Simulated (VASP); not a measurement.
# SnSe2 (P-3m1) in VASP: relaxation of cell and atoms with LDA

Aim: the relaxation of cell and atoms of SnSe2 with LDA.

All numbers are computed with VASP 6.6.1; they aren't measurements. Logs are shortened: lines on timing, memory, paths and dates and some standing lists are left out, and cuts for length are marked.

## Step 1: Starting point

The structure is trigonal, space group P-3m1 (No. 164). Conventional cell: a = 3.811 Å, b = 3.811 Å, c = 6.136 Å, α = 90.00°, β = 90.00°, γ = 120.00°. Around Sn (site symmetry -3m) lie 6 Se at 2.68 Å. Around Se (site symmetry 3m) lie 3 Sn at 2.68 Å.

## Step 2: Relaxation of cell and atoms, LDA

INCAR reads:

```
PREC = Accurate
ENCUT = 600
EDIFF = 1E-6
ISMEAR = 0
SIGMA = 0.02
LREAL = F
LASPH = T
NELM = 100
ALGO = Normal
ISIF = 3
LWAVE = F
LCHARG = F
IBRION = 2
NSW = 100
EDIFFG = -0.005
```

KPOINTS reads:

```
Automatic mesh
0
Gamma
  9 9 6
```

POSCAR reads:

```
SnSe2
1.0
    3.8110000000      0.0000000000      0.0000000000
   -1.9055000000      3.3004228138      0.0000000000
    0.0000000000      0.0000000000      6.1360000000
Sn Se
1 2
Direct
    0.0000000000      0.0000000000      0.0000000000
    0.3333333333      0.6666666667      0.2490000000
    0.6666666667      0.3333333333      0.7510000000
```

Potentials or basis: VASP PAW LDA potentials, release 64 (Sn_d, Se).

Run with:

```
cat potpaw_LDA.64/Sn_d/POTCAR potpaw_LDA.64/Se/POTCAR > POTCAR
mpirun -np 1 vasp_std > vasp.out
```

OUTCAR:

```text
PREC = Accurate
   ENCUT = 600
   EDIFF = 1E-6
   ISMEAR = 0
   LREAL = F
   LASPH = T
   NELM = 100
   ISIF = 3
   IBRION = 2
   NSW = 100
   EDIFFG = -0.005

 ion  position               nearest neighbor table
   1  0.000  0.000  0.000-   2 2.68   3 2.68   2 2.68   3 2.68   3 2.68   2 2.68
   2  0.333  0.667  0.249-   1 2.68   1 2.68   1 2.68
   3  0.667  0.333  0.751-   1 2.68   1 2.68   1 2.68

  LATTYP: Found a hexagonal cell.
 ALAT       =     3.8110000000
 C/A-ratio  =     1.6100760955

  Lattice vectors:

 A1 = (   3.8110000000,   0.0000000000,   0.0000000000)
 A2 = (  -1.9055000000,   3.3004228138,   0.0000000000)
 A3 = (   0.0000000000,   0.0000000000,   6.1360000000)

Analysis of symmetry for initial positions (statically):
=====================================================================
 Subroutine PRICEL returns:
 Original cell was already a primitive cell.

 Routine SETGRP: Setting up the symmetry group for a
 hexagonal supercell.

 Subroutine GETGRP returns: Found 12 space group operations
 (whereof 12 operations were pure point group operations)
 out of a pool of 24 trial point group operations.

The static configuration has the point symmetry D_3d.

Analysis of symmetry for dynamics (positions and initial velocities):
=====================================================================
 Subroutine PRICEL returns:
 Original cell was already a primitive cell.

 Routine SETGRP: Setting up the symmetry group for a
 hexagonal supercell.

 Subroutine GETGRP returns: Found 12 space group operations
 (whereof 12 operations were pure point group operations)
 out of a pool of 24 trial point group operations.

The dynamic configuration has the point symmetry D_3d.

 Subroutine INISYM returns: Found 12 space group operations
 (whereof 12 operations are pure point group operations),
 and found     1 'primitive' translations

----------------------------------------------------------------------------------------

                                     Primitive cell

  volume of cell :      77.1781

  direct lattice vectors                    reciprocal lattice vectors
     3.811000000  0.000000000  0.000000000     0.262398321  0.151495741  0.000000000
    -1.905500000  3.300422814  0.000000000     0.000000000  0.302991482  0.000000000
     0.000000000  0.000000000  6.136000000     0.000000000  0.000000000  0.162972621

  length of vectors
     3.811000000  3.811000000  6.136000000     0.302991482  0.302991482  0.162972621

[... 101 lines left out ...]
     AMIX     =   0.40;   BMIX     =  1.00
     AMIX_MAG =   1.60;   BMIX_MAG =  1.00
  volume/ion in A,a.u.               =      25.73       173.61
  Fermi-wavevector in a.u.,A,eV,Ry     =   1.139116  2.152617 17.654722  1.297585
  Thomas-Fermi vector in A             =   2.275820
   LORBIT       =      0    0 simple, 1 ext, 2 COOP (PROOUT), +10 PAW based schemes
   GGA     = CA    functional components
   LHFCALC =     F    Hartree Fock is set to
   AEXX    =    0.0000 exact exchange contribution
   IVDW    =     0    specifies the selected vdW correction
   LEPSILON=     F    determine dielectric tensor
   LRPA    =     F    only Hartree local field effects (RPA)
 conjugate gradient relaxation of ions
 non-spin polarized calculation
 Gauss-broadening in eV      SIGMA  =   0.02
  energy-cutoff  :      600.00
  volume of cell :       77.18
 maximum number of plane-waves:      2604
   NGX = 15   NGY = 15   NGZ = 25

--------------------------------------- Ionic step        1  -------------------------------------------

 number of electron      25.9999990 magnetization

 Free energy of the ion-electron system (eV)
  ---------------------------------------------------
  ext. energy  EPLUGINS =         0.00000000
  ---------------------------------------------------
  free energy    TOTEN  =       -13.75603635 eV

  energy without entropy =      -13.75603635  energy(sigma->0) =      -13.75603635

------------------------ aborting loop because EDIFF is reached ----------------------------------------

  FORCE on cell =-STRESS in cart. coord.  units (eV):
  Direction    XX          YY          ZZ          XY          YZ          ZX
  --------------------------------------------------------------------------------------
  -------------------------------------------------------------------------------------
  Total        0.2070956      0.2070956      1.0165196      0.0000000      0.0000000      0.0000000
  in kB        4.2991992      4.2991992     21.1024294      0.0000000      0.0000000      0.0000000
  external PRESSURE =       9.9002759 kB  Pullay stress =       0.0000000 kB
[... 92 lines left out ...]
  FREE ENERGIE OF THE ION-ELECTRON SYSTEM (eV)
  ---------------------------------------------------
  free  energy   TOTEN  =       -13.7711796778 eV

  energy  without entropy=      -13.7711796778  energy(sigma->0) =      -13.77117968

 E-fermi :   4.5310     XC(G=0):  -9.9281

 val. band max:        4.4104605742   @ k =   0.1111   0.1111   0.0000
 cond. band min:       4.8569475940   @ k =   0.0000   0.4444   0.3333
 fundamental gap:      0.4464870198
 Fermi energy:         4.5310007671

 k-point     1 :       0.0000    0.0000    0.0000
  band No.  band energies     occupation
      1     -16.8133      2.00000
      2     -16.8133      2.00000
      3     -16.7675      2.00000
      4     -16.7545      2.00000
      5     -16.7545      2.00000
      6      -9.6764      2.00000
[... 459 lines left out ...]
      6      -8.8044      2.00000
[... 9 lines left out ...]
     16       9.4537      0.00000
     17      10.7296      0.00000

 [... further k-points ...]

[... ionic steps 4 to 18 ...]

--------------------------------------- Ionic step       19  -------------------------------------------

 number of electron      25.9999997 magnetization

------------------------ aborting loop because EDIFF is reached ----------------------------------------
[... 69 lines left out ...]
--------------------------------------- Ionic step       21  -------------------------------------------

 number of electron      25.9999997 magnetization

 Free energy of the ion-electron system (eV)
  ---------------------------------------------------
  ext. energy  EPLUGINS =         0.00000000
  ---------------------------------------------------
  free energy    TOTEN  =       -13.79367380 eV

  energy without entropy =      -13.79367380  energy(sigma->0) =      -13.79367380

 E-fermi :   4.9416     XC(G=0): -10.0490

 val. band max:        4.8249513932   @ k =   0.1111  -0.0000   0.0000
 cond. band min:       5.0351512364   @ k =   0.0000   0.4444   0.3333
 fundamental gap:      0.2101998432
 Fermi energy:         4.9415821361

 k-point     1 :       0.0000    0.0000    0.0000
  band No.  band energies     occupation
      1     -16.5789      2.00000
      2     -16.5789      2.00000
      3     -16.5373      2.00000
      4     -16.5244      2.00000
      5     -16.5244      2.00000
      6      -9.4412      2.00000
[... 501 lines left out ...]
  FREE ENERGIE OF THE ION-ELECTRON SYSTEM (eV)
  ---------------------------------------------------
  free  energy   TOTEN  =       -13.7936737957 eV

  energy  without entropy=      -13.7936737957  energy(sigma->0) =      -13.79367380

 reached required accuracy - stopping structural energy minimisation
```

OSZICAR:

```text
N       E                     dE             d eps       ncg     rms          rms(c)
DAV:   1     0.205699765638E+03    0.20570E+03   -0.13521E+04  2110   0.191E+03
DAV:   2     0.957184296069E+01   -0.19613E+03   -0.19289E+03  2253   0.415E+02
DAV:   3    -0.132872559821E+02   -0.22859E+02   -0.22103E+02  2723   0.127E+02
[... 164 lines left out ...]
DAV:   1    -0.137938124139E+02   -0.12425E-03   -0.60923E-03  2257   0.735E-01    0.631E-02
DAV:   2    -0.137937158743E+02    0.96540E-04   -0.37696E-04  2573   0.255E-01    0.364E-02
DAV:   3    -0.137936765863E+02    0.39288E-04   -0.84776E-05  2664   0.137E-01    0.118E-02
DAV:   4    -0.137936740402E+02    0.25461E-05   -0.10152E-05  3004   0.346E-02    0.415E-03
DAV:   5    -0.137936737957E+02    0.24449E-06   -0.74039E-07  1160   0.106E-02
  21 F= -.13793674E+02 E0= -.13793674E+02  d E =-.127900E-03
```

Run time: 6.1 min. Hardware: 1 thread of Intel Xeon 6975P-C (Granite Rapids), shared host; peak memory 0.25 GiB.

What came out:

```yaml
Free_energy: -13.7937 eV
Relaxed_volume: 24.64 Å³/atom
Relaxed_cell: a = 3.804 Å, b = 3.804 Å, c = 5.898 Å, α = 90.00°, β = 90.00°, γ = 120.00°
Space_group_after_relaxing_to_0.05_Å: P-3m1 (No. 164)
Energy_gained_by_relaxing: 12.5 meV/atom
Ionic_steps: 21
Pressure_after_relaxing: 0.0 GPa
Band_gap_on_the_k_mesh: 0.21 eV, indirect (least direct gap 0.68 eV)
```

Step by step:
```
step  energy change (eV)  largest force (eV/Å)  pressure (GPa)  volume (Å³)
   1              0.0000                0.5065            0.99        77.18
   2             -0.0127                0.0140           -1.48        78.96
   3             -0.0151                0.1299           -0.81        78.45
   4             -0.0216                0.0894           -0.36        77.45
   5             -0.0226                0.0636           -0.07        76.85
   6             -0.0249                0.0798            0.05        76.48
   7             -0.0300                0.1287            0.42        75.37
   8             -0.0310                0.2231            1.38        73.14
   9             -0.0322                0.1904            1.00        74.01
  10             -0.0331                0.1757            0.91        73.99
  11             -0.0352                0.1326            0.67        73.94
  12             -0.0374                0.0492            0.21        73.82
  13             -0.0375                0.0243            0.08        73.78
  14             -0.0375                0.0214            0.06        73.77
  15             -0.0375                0.0179            0.04        73.80
  16             -0.0376                0.0080           -0.02        73.87
  17             -0.0376                0.0115           -0.07        74.01
  18             -0.0376                0.0008           -0.03        73.92
  19             -0.0376                0.0001           -0.03        73.93
  20             -0.0377                0.0060           -0.07        73.97
  21             -0.0376                0.0005           -0.02        73.93
```

Final structure:
```cif
data_structure
_symmetry_space_group_name_H-M 'P 1'
_symmetry_Int_Tables_number 1
_cell_length_a 3.8045
_cell_length_b 3.8045
_cell_length_c 5.8981
_cell_angle_alpha 90.000
_cell_angle_beta 90.000
_cell_angle_gamma 120.000
_cell_volume 73.93
loop_
_atom_site_label
_atom_site_type_symbol
_atom_site_fract_x
_atom_site_fract_y
_atom_site_fract_z
_atom_site_occupancy
Sn1 Sn 0.00000 0.00000 0.00000 1
Se1 Se 0.33333 0.66667 0.26756 1
Se2 Se 0.66667 0.33333 0.73244 1
```

Caveat: spin-orbit coupling is left out, which moves the levels of the heavy elements; an odd mesh through Γ misses points on the zone boundary, where band edges often lie. Zero-point motion and thermal expansion aren't in these numbers.
